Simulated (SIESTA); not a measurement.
# Co under changes of volume

One of the cells (10.853 Å³/atom); the others are scaled copies at fixed shape and fractional positions:

```
Co
1.0
     2.48837    0.00000    0.00000
    -1.24419    2.15499    0.00000
     0.00000    0.00000    4.04777
Co
2
Direct
  0.66667 0.33333 0.75000
  0.33333 0.66667 0.25000
```

```yaml
Program: SIESTA 5.4.2
Functional: PBEsol
Potentials_or_basis: PseudoDojo 0.4 standard (PBEsol files)
Basis: DZP (energy shift 0.003 Ry; two zetas on semicore shells)
Grid_cutoff: 800 Ry
Energy_shift: 0.003 Ry
k_mesh: 12 × 12 × 7
Occupations: fermi-dirac, width 0.05 eV
Spin: collinear spin, ferromagnetic start
Starting_moments: "[2.0, 2.0] μB"
```

```tsv
volume (Å³/atom)	energy over the lowest point (meV/atom)	pressure (GPa)	moment (μB per cell)
10.002	9.71	9.2	3.03
10.215	1.63	3.7	3.08
10.427	0.00	-0.6	3.14
10.853	14.18	-10.1	3.24
11.066	?	?	?
11.279	50.09	-16.6	3.31
```

Q: What does the run at 11.066 Å³/atom give?

A: Energy over the lowest point 30.09 meV/atom; pressure -13.5 GPa; moment 3.28 μB per cell.

Worked out: A Birch-Murnaghan fit of order 3 (a polynomial in V^(-2/3)) to the other rows has its minimum at 10.38 Å³/atom with B0 = V·E''(V) = 223 GPa (rough, since the energies scatter) at fixed shape and positions, which overstates the stiffness. It gives 29.58 meV/atom at 11.066 Å³/atom, against the run's 30.09, and -dE/dV = -13.5 GPa, against -13.5. A parabola through the other rows of the moment, of slope 0.178 μB per Å³/atom there, gives 3.28 μB, against the run's 3.28.

Energies are extrapolated to zero smearing.

Caveats: short orbitals over semicore shells can move pressures by several GPa; the basis of atomic orbitals isn't converged, which shifts pressures, moduli and gaps.
